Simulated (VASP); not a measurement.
Write the native input for VASP 6.6.1 that does the following.

* Task: relaxation of cell and atoms
* Functional: PBE
* Potentials or basis: VASP PAW PBE potentials, release 64 (Ti_sv, O)
* Cutoff: 600 eV
* k mesh: 5 × 5 × 5
* Occupations: fermi-dirac, width 0.05 eV
* Spin: no spin polarisation
* Target pressure: 20 GPa
* Further INCAR settings: ALGO = Normal; EDIFF = 1e-07; IBRION = 2; EDIFFG = -0.01; NSW = 60; ISIF = 3
* Target pressure: 20 GPa

The structure of TiO2 lies in POSCAR:

```
TiO2
1.0
    4.8126997814      0.0000000000      0.0000000000
    0.0000000000      4.8718844600      0.0000000000
   -0.8628854487      0.0000000000      4.9665942755
Ti O
4 8
Direct
    0.2774352600      0.0528083600      0.2131482700
    0.7225647400      0.5528083600      0.2868517300
    0.7225647400      0.9471916400      0.7868517300
    0.2774352600      0.4471916400      0.7131482700
    0.0638382200      0.1769655200      0.8515567400
    0.9361617800      0.6769655200      0.6484432600
    0.9361617800      0.8230344800      0.1484432600
    0.0638382200      0.3230344800      0.3515567400
    0.4453609900      0.7576317400      0.4667718600
    0.5546390100      0.2576317400      0.0332281400
    0.5546390100      0.2423682600      0.5332281400
    0.4453609900      0.7423682600      0.9667718600
```

The cell comes from a database or a generator and needn't be the stable form of this composition.

These files were run (other wordings do the same):

INCAR

```
SYSTEM = TiO2
ALGO = Normal
EDIFF = 1E-7
EDIFFG = -0.01
ENCUT = 600
GGA = PE
IBRION = 2
ISIF = 3
ISMEAR = -1
LASPH = .True.
LCHARG = .False.
LREAL = .False.
LWAVE = .False.
NELM = 100
NSW = 60
PREC = Accurate
PSTRESS = 200
SIGMA = 0.05
```

KPOINTS

```
k-points
0
Gamma
  5 5 5
  0 0 0
```

Potentials or basis: VASP PAW PBE potentials, release 64 (Ti_sv, O).

Launch:

```console
$ cat potpaw_PBE.64/Ti_sv/POTCAR potpaw_PBE.64/O/POTCAR > POTCAR
$ mpirun -np 1 vasp_std > vasp.out
```

Results of the run:

| Property | Result |
| --- | --- |
| Relaxed volume | 8.96 Å³/atom |
| Relaxed cell | a = 4.645 Å, b = 4.870 Å, c = 4.807 Å, α = 90.00°, β = 98.74°, γ = 90.00° |
| Space group after relaxing (to 0.05 Å) | P2_1/c (No. 14) |
| Energy change on relaxing (the enthalpy is what falls) | +55.8 meV/atom |
| Ionic steps | 32 |
| Pressure after relaxing | 20.1 GPa |
| Largest force after relaxing | 0.009 eV/Å |
| Band gap on the k mesh | 2.32 eV, indirect (least direct gap 2.47 eV) |

Caveat: the cell is relaxed towards a set pressure, so the enthalpy falls and the energy may rise; an odd mesh through Γ misses points on the zone boundary, where band edges often lie.

Wall time 110 min on 1 thread of Intel(R) Xeon(R) Platinum 8488C (Sapphire Rapids), on a shared host, peak memory 0.38 GiB.
